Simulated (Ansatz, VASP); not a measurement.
# One calculation of Al, two programs

The input INCAR:

```
SYSTEM = Al
  PREC = Accurate
  ENCUT = 520
  EDIFF = 1E-7
  ISMEAR = 0
  SIGMA = 0.15
  LREAL = .False.
  LASPH = .True.
  NELM = 80
  ALGO = Fast
  ISIF = 2
  LWAVE = .False.
  LCHARG = .False.
  GGA = PE
  NBANDS = 8
```

File KPOINTS:

```
Automatic mesh
0
Gamma
  22 22 22
  0 0 0
```

File POSCAR:

```
Al
1.0
   -1.4875678461      1.4875678461      1.8613936458
    1.4875678461     -1.4875678461      1.8613936458
    1.4875678461      1.4875678461     -1.8613936458
Al
1
Direct
    0.0000000000      0.0000000000      0.0000000000
```

Input for Ansatz:

```yaml
crystal:
  lattice:
    - [-1.4875678461, 1.4875678461, 1.8613936458]
    - [1.4875678461, -1.4875678461, 1.8613936458]
    - [1.4875678461, 1.4875678461, -1.8613936458]
  atoms:
    - { symbol: Al, position: [0.0, 0.0, 0.0] }
basis:
  ecutwfc: 420
kpoints:
  mp_grid: { grid: [22, 22, 22] }
hamiltonian:
  xc: pbe
scf:
  occupations: { method: gaussian, width: 0.15 }
output:
  forces: true
  stress: true
  eigenvalues: true
```

Alike in both runs: task single point; functional PBE; k mesh 22 × 22 × 22; occupations gaussian, width 0.15 eV; no spin polarisation.

|  | VASP | Ansatz |
| --- | --- | --- |
| version | VASP 6.6.1 | Ansatz 0.2.0 |
| potentials or method | VASP PAW PBE potentials, release 64 (Al) | scalar-relativistic, plane waves, PAW |
| plane-wave cutoff (eV) | 520 | 420 |
| valence electrons in the cell | 3 | 3 |

VASP gave:

* gap on the k mesh at the Fermi level (eV): none
* pressure (GPa): 0.9
* largest component of the traceless stress (GPa): 3.89

Question: Estimate Ansatz's values.

Answer: gap on the k mesh at the Fermi level (eV): none; pressure (GPa): 0.9; largest component of the traceless stress (GPa): 3.88.

A gap of «none» marks a metal or a gap that the smearing closes. The functional is the same, so the differences come from potentials, cutoffs and numerics.
